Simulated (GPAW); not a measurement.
The system is Ru.

```xyz
2
Lattice="2.7058 0.0000 0.0000 -1.3529 2.3433 0.0000 0.0000 0.0000 4.2819" Properties=species:S:1:pos:R:3 pbc="T T T"
Ru    1.3529    0.7811    3.2114
Ru    0.0000    1.5622    1.0705
```

* Program: GPAW 26.7.0
* Task: single point
* Functional: PBE
* Potentials or basis: GPAW PAW data sets (gpaw-data 1.2.1)
* Cutoff: 600 eV
* Basis: pw
* k mesh: 11 × 11 × 6
* Occupations: fermi-dirac, width 0.05 eV
* Spin: no spin polarisation

On this cell: pressure 3.7 GPa; largest force under 0.003 eV/Å; band gap on the k mesh none (metal or under the smearing width).

The same run follows on a disturbed copy (atoms moved at random, drawn with an rms of 0.05 Å):

```
Ru
1.0
     2.70580    0.00000    0.00000
    -1.35290    2.34329    0.00000
     0.00000    0.00000    4.28190
Ru
2
Direct
  0.67236 0.34385 0.74518
  0.32157 0.68043 0.24367
```

Question: What does the disturbed cell give?

Answer: The energy (extrapolated to zero smearing) moves by +4.7 meV/atom; pressure 3.8 GPa; largest force 0.346 eV/Å; band gap on the k mesh none (metal or under the smearing width).

Forces on the atoms (eV/Å):
```
Ru  -0.333  0.048 -0.083
Ru   0.333 -0.048  0.083
```

Stress tensor (GPa, compression positive):
```
 3.49  1.00  0.05
 1.00  3.87 -0.01
 0.05 -0.01  4.00
```
